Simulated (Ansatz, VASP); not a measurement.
**ZnO in VASP and in Ansatz**

```
Zn O
1.0
     3.27947    0.00000    0.00000
    -1.63973    2.84010    0.00000
     0.00000    0.00000    5.29373
Zn O
2 2
Direct
  0.33333 0.66667 0.00151
  0.66667 0.33333 0.50151
  0.33333 0.66667 0.38059
  0.66667 0.33333 0.88059
```

Alike in both runs: task single point; functional PBE; k mesh 12 × 12 × 6; occupations gaussian, width 0.01 eV; no spin polarisation.

|  | VASP | Ansatz |
| --- | --- | --- |
| version | VASP 6.6.1 | Ansatz 0.2.0 |
| potentials or method | VASP PAW PBE potentials, release 64 (Zn, O) | scalar-relativistic, plane waves, PAW |
| plane-wave cutoff (eV) | 520 | 420 |
| valence electrons in the cell | 36 | 36 |

```csv
,VASP,Ansatz,Ansatz less VASP
gap on the k mesh at the Fermi level (eV),0.73,0.74,+0.016
least direct gap on the mesh (eV),0.73,0.74,+0.016
```

Expect the measured gap to be larger: semilocal functionals such as PBE lack the derivative discontinuity.
